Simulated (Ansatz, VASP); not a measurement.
# GaP in VASP and in Ansatz

```
CELL_PARAMETERS angstrom
0.00000 2.72000 2.72000
2.72000 0.00000 2.72000
2.72000 2.72000 0.00000
ATOMIC_POSITIONS crystal
Ga 0.00000 0.00000 0.00000
P 0.25000 0.25000 0.25000
```

The cell was built by a generator and needn't be a form met in nature.

Alike in both runs: task relaxation of cell and atoms; functional LDA; k mesh 10 × 10 × 10; occupations gaussian, width 0.02 eV; no spin polarisation.

|  | VASP | Ansatz |
| --- | --- | --- |
| version | VASP 6.6.1 | Ansatz 0.2.0 |
| potentials or method | VASP PAW LDA potentials, release 64 (Ga_d, P) | scalar-relativistic, plane waves, PAW |
| plane-wave cutoff (eV) | 600 | 420 |
| valence electrons in the cell | 18 | 18 |

```csv
,VASP,Ansatz,Ansatz less VASP
"gap on the k mesh at the Fermi level, each at its own relaxed structure (eV)",1.40,1.40,-0.004
relaxed volume (Å³/atom),19.62,19.59,-0.026
relaxed cell length with the largest relative difference (Å),3.814,3.812,-0.0017
energy change over the relaxation (meV/atom),-4,-4,-0.3
```

Ansatz warned: «pseudo_functional_mismatch».

A k mesh can miss the band edges. A hybrid or GW would open this gap; LDA tends to underestimate it.
